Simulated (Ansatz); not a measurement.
# Zone-centre phonons of MgO at 20 GPa: input and output

All numbers below come from DFT PBEsol, scalar-relativistic, plane waves, PAW (Ansatz).

Launched with:
```bash
ansatz run input.yaml --threads 1 --pin off --max-ram 3072MiB --backend cpu --events-out ev --progress --plain --runs-dir out
```

Input (bare energies are in eV):
```yaml
crystal:
  lattice:
    - [0.0, 2.0361563951, 2.0361563951]
    - [2.0361563951, 0.0, 2.0361563951]
    - [2.0361563951, 2.0361563951, 0.0]
  atoms:
    - { symbol: Mg, position: [0.0, 0.0, 0.0] }
    - { symbol: O, position: [0.5, 0.5, 0.5] }
basis:
  ecutwfc: 420
kpoints:
  mp_grid: { grid: [10, 10, 10] }
hamiltonian:
  xc: pbesol
scf:
  occupations: { method: fixed }
output:
  eigenvalues: true
phonons:
  method: dfpt
  dielectric: true
  rigid_motions: translations
  eigenvectors: true
```

The end of the output:
```
--- Phonons (Γ-DFPT): 2 representative perturbations + reference, on 102 of 1000 k-points (Σ response iterations 6) ---
  k mesh reduced under 8 symmetry operations, with k and −k counted as one. Each operation leaves every solved perturbation unchanged. A smaller set is not considered because the run solves the response ...
  ASR residual: 1.577e-5 → 0.000e0 eV/Å²; symmetrization residual: 4.600e-7 eV/Å²
  ASR residual per site (eV/Å²): 5.02e-6 1.58e-5
  Γ frequencies (cm⁻¹): 0.00 0.00 0.00 485.03 485.03 485.03
  ε∞ (high-frequency dielectric tensor):
        3.138399    -0.000000     0.000000
        0.000000     3.138399    -0.000000
        0.000000    -0.000000     3.138399
  ε⁰ (static dielectric tensor: ions relaxed, cell fixed):
        7.957914    -0.000000     0.000000
        0.000000     7.957914    -0.000000
        0.000000    -0.000000     7.957914
  ε⁰ − ε∞ (ionic part):
        4.819514    -0.000000     0.000000
       -0.000000     4.819514    -0.000000
        0.000000    -0.000000     4.819514
  softest optical mode at Γ: 485.03 cm⁻¹; the repairs (sum rule, projections) moved no ω² at Γ by more than (0.56 cm⁻¹)²
  Born effective charges Z* (e; rows j = field, columns β = displacement):
    site 0:
         1.93736   -0.00000    0.00000
         0.00000    1.93736    0.00000
         0.00000   -0.00000    1.93736
    site 1:
        -1.93736    0.00000   -0.00000
         0.00000   -1.93736   -0.00000
         0.00000    0.00000   -1.93736
  Z* charge neutrality: 1.077e-6 e pre-enforcement
  k-mesh period / interband length: 28.8 Å / 1.29 Å = 22.37 at k = (0.0000, 0.0000, 0.0000), direct gap 5.671 eV — 14 or more, which is no proof of convergence
  optical modes at Γ without the LO–TO term, one row a degenerate level:
      ω (cm⁻¹) modes IR ((D/Å)²/amu)
        485.03      3            26.9255
  optical modes at Γ + LO–TO along q̂ = [1.0000, 0.0000, 0.0000]:
      ω (cm⁻¹) modes IR ((D/Å)²/amu)
        485.03      2            17.9504
        772.35      1             8.9752
  optical modes at Γ + LO–TO along q̂ = [0.0000, 1.0000, 0.0000]:
      ω (cm⁻¹) modes IR ((D/Å)²/amu)
        485.03      2            17.9504
        772.35      1             8.9752
  optical modes at Γ + LO–TO along q̂ = [0.0000, 0.0000, 1.0000]:
      ω (cm⁻¹) modes IR ((D/Å)²/amu)
        485.03      2            17.9504
        772.35      1             8.9752
```

Time: 6.5 s on 1 thread of Arm Neoverse V2, with other jobs on the host, peak memory 0.34 GiB.